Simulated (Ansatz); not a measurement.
## Two Ansatz runs on Mn

The cell was built from the sc type and relaxed in the same program; it needn't be a known or the stable phase. The listed cell was then made from it by scaling, straining or moving an atom.

First run: DFT, PBE, PAW with Ansatz's default frozen-core files, scalar-relativistic (Ansatz 0.2.0).

Command: `ansatz run input.yaml --threads 1 --pin off --max-ram 3072MiB --backend cpu --events-out ev --progress --plain --runs-dir out` The run took about 5.1 s on 1 thread of a shared machine.

```yaml
crystal:
  lattice:
    - [2.2413794298, 0.0, 0.0]
    - [0.0, 2.2413794298, 0.0]
    - [0.0, 0.0, 2.2413794298]
  atoms:
    - { symbol: Mn, position: [0.0, 0.0, 0.0], spin: 4.0 }
magnetization:
  spin_polarized: true
kpoints:
  mp_grid: { grid: [14, 14, 14] }
scf:
  occupations: { method: fermi_dirac, width: 0.05 }
hamiltonian:
  xc: pbe
  pseudopotentials: { kind: paw }
output:
  forces: true
  stress: true
  eigenvalues: true
  efg: { contact_densities: true }
  write_density: true
  write_potential: true
  elf: true
  volumetric_format: npy
```

Result: converged; pressure 13.99 GPa; moment 0.33 μB; 11 SCF iterations.

A second input differs as follows:

```diff
@@ -5,11 +5,10 @@
     - [0.0, 0.0, 2.2413794298]
   atoms:
-    - { symbol: Mn, position: [0.0, 0.0, 0.0], spin: 4.0 }
-magnetization:
-  spin_polarized: true
+    - { symbol: Mn, position: [0.0, 0.0, 0.0], spin: 2.0 }
 kpoints:
   mp_grid: { grid: [14, 14, 14] }
 scf:
   occupations: { method: fermi_dirac, width: 0.05 }
+  max_iter: 50
 hamiltonian:
   xc: pbe
@@ -20,7 +19,3 @@
   eigenvalues: true
   efg: { contact_densities: true }
-  write_density: true
-  write_potential: true
-  elf: true
-  volumetric_format: npy
```

**Question.** What is wrong with it, and what does the program do?

**Answer.** The fault is a moment without spin polarisation. The run refused before any iteration. The log ends:
```
Error: inconsistent input (magnetization.spin_polarized): false but per-atom `spin:`, `per_species`, `initial_magnetization`, `magnetic_field`, or `spin_locking` is set
```
